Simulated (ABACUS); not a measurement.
Moving the functional in Lu

The structure is hexagonal, space group P6_3/mmc (No. 194). The conventional cell has a = 3.503 Å, b = 3.503 Å, c = 5.551 Å, α = 90.00°, β = 90.00°, γ = 120.00°. Lu (site symmetry -6m2) has 12 Lu at 3.43 to 3.50 Å as nearest neighbours.

Kept alike: task equation of state; k mesh 6 × 6 × 4; occupations fermi-dirac, width 0.05 eV; no spin polarisation. Program: ABACUS, PseudoDojo NC SR 0.4.1 PBE standard, plane waves, cutoff 1361 eV. The mesh is that of the run's cell of 2 atoms. No spin-orbit coupling.

| run | volume (Å³/atom) | bulk modulus (GPa) |
| --- | --- | --- |
| A | 29.050 | 47.9 |
| B | 28.719 | 48.5 |
| C | 29.549 | 46.2 |

For a metal such a mesh leaves the last digits unconverged. Volume and modulus come from cells scaled at fixed shape and fractions; off cubic symmetry such a modulus can lie above the relaxed one. All rows use potentials made for PBE.

Task: The runs differ in the functional alone: BLYP; PBE; PW91. Which run is which?

Result: Run A is PBE; run B is PW91; run C is BLYP. The volume runs from 28.719 (PW91) to 29.549 Å³/atom (BLYP). From PBE: BLYP +0.499; PW91 -0.331. The bulk modulus runs from 46.2 (BLYP) to 48.5 GPa (PW91). From PBE: BLYP -1.7; PW91 +0.6.
